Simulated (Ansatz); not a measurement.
Geometry optimisation in Ansatz: input, command and trajectory.

```yaml
crystal:
  lattice:
    - [2.9202407117, 0.0, 0.0]
    - [-1.4601203558, 2.5290026415, 0.0]
    - [0.0, 0.0, 4.7883114909]
  atoms:
    - { symbol: Si, position: [0.3333333333, 0.6666666667, 0.4995822901] }
    - { symbol: Si, position: [0.6666666667, 0.3333333333, 0.9995822901] }
    - { symbol: C, position: [0.3333333333, 0.6666666667, 0.8754177099] }
    - { symbol: C, position: [0.6666666667, 0.3333333333, 0.3754177099] }
basis:
  ecutwfc: 420
kpoints:
  mp_grid: { grid: [12, 12, 6] }
hamiltonian:
  xc: pbe
scf:
  occupations: { method: gaussian, width: 0.02 }
output:
  forces: true
  stress: true
  eigenvalues: true
relax:
  adjacent_minimum: "off"
  f_tol: 0.008
  max_steps: 50
  cell: { stress_tol: 0.08, p_target: 50.0 }
```

```bash
ansatz run input.yaml --threads 1 --pin off --max-ram 2560MiB --backend cpu --events-out ev --progress --plain --runs-dir out
```

These are results of Ansatz 0.2.0, DFT PBE, scalar-relativistic, plane waves, PAW, not measurements.

Of 4 frames 3 are shown, positions in Å and forces in eV/Å; the SCF threshold varies from step to step. Steps run on the plane waves of an earlier cell, with a Pulay correction in the pressure. The basis is chosen afresh for the last frame, the zero of the energies, and at times for earlier ones too; energy and pressure step there, also at an unchanged geometry. The relaxation lowers the enthalpy F + PV at the target pressure, so the free energy itself can rise.

```xyz
4
Lattice="2.9202 0.0000 0.0000 -1.4601 2.5290 0.0000 0.0000 0.0000 4.7883" Properties=species:S:1:pos:R:3:forces:R:3 pbc="T T T" step=1 free_energy_over_end_meV_per_atom=8.94 pressure_GPa=51.27
Si    0.0000    1.6860    2.3922    0.0000    0.0000    0.0126
Si    1.4601    0.8430    4.7863    0.0000    0.0000    0.0126
C     0.0000    1.6860    4.1918    0.0000    0.0000   -0.0126
C     1.4601    0.8430    1.7976    0.0000    0.0000   -0.0126
4
Lattice="2.9230 0.0000 0.0000 -1.4615 2.5314 0.0000 0.0000 0.0000 4.7888" Properties=species:S:1:pos:R:3:forces:R:3 pbc="T T T" step=2 free_energy_over_end_meV_per_atom=3.35 pressure_GPa=50.47
Si    0.0000    1.6876    2.3921    0.0000    0.0000    0.0078
Si    1.4615    0.8438    4.7865    0.0000    0.0000    0.0078
C     0.0000    1.6876    4.1925    0.0000    0.0000   -0.0078
C     1.4615    0.8438    1.7981    0.0000    0.0000   -0.0078
4
Lattice="2.9243 0.0000 0.0000 -1.4621 2.5325 0.0000 0.0000 0.0000 4.7903" Properties=species:S:1:pos:R:3:forces:R:3 pbc="T T T" step=4 free_energy_over_end_meV_per_atom=0.00 pressure_GPa=50.01
Si    0.0000    1.6883    2.3929    0.0000    0.0000    0.0044
Si    1.4621    0.8442    4.7880    0.0000    0.0000    0.0044
C     0.0000    1.6883    4.1938    0.0000    0.0000   -0.0044
C     1.4621    0.8442    1.7986    0.0000    0.0000   -0.0044
```

The run took 12 s on 1 thread of Intel(R) Xeon(R) 6975P-C (Granite Rapids), with other jobs on the host, peak memory 0.4 GiB.